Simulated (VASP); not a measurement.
The system is PbS (Galena).

```
Pb S
1.0
     0.00000    2.96575    2.96575
     2.96575    0.00000    2.96575
     2.96575    2.96575    0.00000
Pb S
1 1
Direct
  0.00000 0.00000 0.00000
  0.50000 0.50000 0.50000
```

- Program: VASP 6.6.1
- Task: single point
- Functional: PBE
- Potentials or basis: VASP PAW PBE potentials, release 64 (Pb_d, S)
- Cutoff: 520 eV
- k mesh: 8 × 8 × 8
- Occupations: fermi-dirac, width 0.05 eV
- Spin: no spin polarisation

On this cell: pressure 2.2 GPa; largest force zero by symmetry; band gap on the k mesh 0.36 eV, direct.

The same run follows on a disturbed copy (atoms moved at random, drawn with an rms of 0.05 Å):

```
Pb S
1.0
     0.00000    2.96575    2.96575
     2.96575    0.00000    2.96575
     2.96575    2.96575    0.00000
Pb S
1 1
Cartesian
  0.0344 -0.0409 0.0070
  2.9727 2.9388 2.9633
```

What does the disturbed cell give?

The energy moves by +0.1 meV/atom; pressure 2.2 GPa; largest force 0.017 eV/Å; band gap on the k mesh 0.37 eV, direct.

Forces on the atoms (eV/Å):
```
Pb  -0.014  0.007 -0.005
S    0.014 -0.007  0.005
```

Caveats: spin-orbit coupling is left out, which as a rule narrows the gap of such compounds by several tenths of an eV.

A k mesh can miss the band edges.
